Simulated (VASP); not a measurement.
Wanted: the native input for a VASP 6.6.1 run.

```
Task                   : relaxation of cell and atoms
Functional             : PBE
Potentials or basis    : VASP PAW PBE potentials, release 64 (Ge_d, Pt)
Cutoff                 : 520 eV
k mesh                 : 4 × 4 × 4
Occupations            : gaussian, width 0.15 eV
Spin                   : no spin polarisation
Further INCAR settings : PREC = Normal; ALGO = Fast; EDIFF = 0.0001; IBRION = 2; EDIFFG = -0.08; NSW = 24; ISIF = 3
```

The structure of GePt lies in POSCAR:

```
GePt
1.0
    5.1320000000      0.0000000000      0.0000000000
    0.0000000000      5.1320000000      0.0000000000
    0.0000000000      0.0000000000      5.1320000000
Ge Pt
4 4
Direct
    0.8430000000      0.8430000000      0.8430000000
    0.6570000000      0.1570000000      0.3430000000
    0.1570000000      0.3430000000      0.6570000000
    0.3430000000      0.6570000000      0.1570000000
    0.1360000000      0.1360000000      0.1360000000
    0.3640000000      0.8640000000      0.6360000000
    0.8640000000      0.6360000000      0.3640000000
    0.6360000000      0.3640000000      0.8640000000
```

The cell was built by a generator and needn't be a form met in nature.

These files were run (other wordings do the same):

INCAR

```
SYSTEM = GePt
PREC = Normal
ENCUT = 520
EDIFF = 1E-4
ISMEAR = 0
SIGMA = 0.15
LREAL = .False.
LASPH = .True.
NELM = 60
ALGO = Fast
ISIF = 3
LWAVE = .False.
LCHARG = .False.
GGA = PE
IBRION = 2
NSW = 24
EDIFFG = -0.08
KPAR = 2
```

KPOINTS

```
Automatic mesh
0
Gamma
  4 4 4
  0 0 0
```

Potentials or basis: VASP PAW PBE potentials, release 64 (Ge_d, Pt).

Run with:

```sh
$ cat potpaw_PBE.64/Ge_d/POTCAR potpaw_PBE.64/Pt/POTCAR > POTCAR
$ mpirun -np 2 vasp_std > vasp.out
```

It gave:

| Item | Value |
| --- | --- |
| Relaxed volume | 16.86 Å³/atom |
| Relaxed cell | a = 5.128 Å, b = 5.128 Å, c = 5.128 Å, α = 90.00°, β = 90.00°, γ = 90.00° |
| Space group after relaxing (to 0.05 Å) | P2_13 (No. 198) |
| Energy gained by relaxing | 128.1 meV/atom |
| Ionic steps | 9 |
| Pressure after relaxing | 0.1 GPa |
| Largest force after relaxing | 0.034 eV/Å |
| Band gap on the k mesh | none (metal or under the smearing width) |

Caveat: the relaxation stopped at a loose force limit of 0.08 eV/Å, so its end isn't a converged minimum.

Run time: 3.5 min on 2 MPI ranks on Intel(R) Xeon(R) Platinum 8488C (Sapphire Rapids), on a shared host, peak memory 0.2 GiB a rank.
